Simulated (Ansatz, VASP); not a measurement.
## Two plane-wave programs on Rb

File INCAR:

```
SYSTEM = Rb
PREC = Accurate ; ENCUT = 520
EDIFF = 1E-6 ; ISMEAR = 0
SIGMA = 0.1 ; LREAL = .False.
LASPH = .True. ; NELM = 100
ALGO = Normal ; ISIF = 2
LWAVE = .False. ; LCHARG = .False.
GGA = PS ; NBANDS = 10
```

Contents of KPOINTS:

```
regular mesh
0
Gamma
  10 10 10
  0 0 0
```

The input POSCAR:

```
Rb
1.0
   -2.8586340750      2.8586340750      2.8586340750
    2.8586340750     -2.8586340750      2.8586340750
    2.8586340750      2.8586340750     -2.8586340750
Rb
1
Direct
    0.0000000000      0.0000000000      0.0000000000
```

Input for Ansatz:

```yaml
crystal:
  lattice:
    - [-2.858634075, 2.858634075, 2.858634075]
    - [2.858634075, -2.858634075, 2.858634075]
    - [2.858634075, 2.858634075, -2.858634075]
  atoms:
    - { symbol: Rb, position: [0.0, 0.0, 0.0] }
basis:
  ecutwfc: 420
kpoints:
  mp_grid: { grid: [10, 10, 10] }
hamiltonian:
  xc: pbesol
scf:
  occupations: { method: gaussian, width: 0.1 }
output:
  forces: true
  stress: true
  eigenvalues: true
  populations: true
  write_density: true
  write_potential: true
  elf: true
  volumetric_format: npy
```

Alike in both runs: task single point; functional PBEsol; k mesh 10 × 10 × 10; occupations gaussian, width 0.1 eV; no spin polarisation.

```csv
,VASP,Ansatz
version,VASP 6.6.1,Ansatz 0.2.0
potentials or method,"VASP PAW PBE potentials, release 64 (Rb_sv)","scalar-relativistic, plane waves, PAW"
plane-wave cutoff (eV),520,420
valence electrons in the cell,9,9
```

|  | VASP | Ansatz | Ansatz less VASP |
| --- | --- | --- | --- |
| gap on the k mesh at the Fermi level (eV) | none | none | - |
| pressure (GPa) | -0.2 | -0.2 | 0.00 |

A gap of «none» marks a metal or a gap that the smearing closes.

Caveats: the PAW data sets were made with another functional, which shifts forces and pressure a little (VASP).
